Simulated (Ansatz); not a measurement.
A run of Ansatz 0.2.0 is set up as follows.

The input input.yaml:

```yaml
crystal:
  lattice:
    - [0.0, 2.024805, 2.024805]
    - [2.024805, 0.0, 2.024805]
    - [2.024805, 2.024805, 0.0]
  atoms:
    - { symbol: Al, position: [0.0, 0.0, 0.0] }
hamiltonian:
  xc: pbe
  pseudopotentials: { kind: paw }
kpoints:
  mp_grid: { grid: [11, 11, 11] }
scf:
  occupations: { method: gaussian, width: 0.014 }
output:
  forces: true
  stress: true
  eigenvalues: true
```

Potentials or basis: Ansatz PAW.

Command:

```sh
$ ansatz run input.yaml --threads 2 --pin off --max-ram 5632MiB --backend cpu --events-out ev --progress --plain --runs-dir out
```

**Question.** Predict the pressure.

**Answer.** -0.5 GPa.

**Question.** Predict the band gap on the k mesh.

**Answer.** None (metal or under the smearing width).
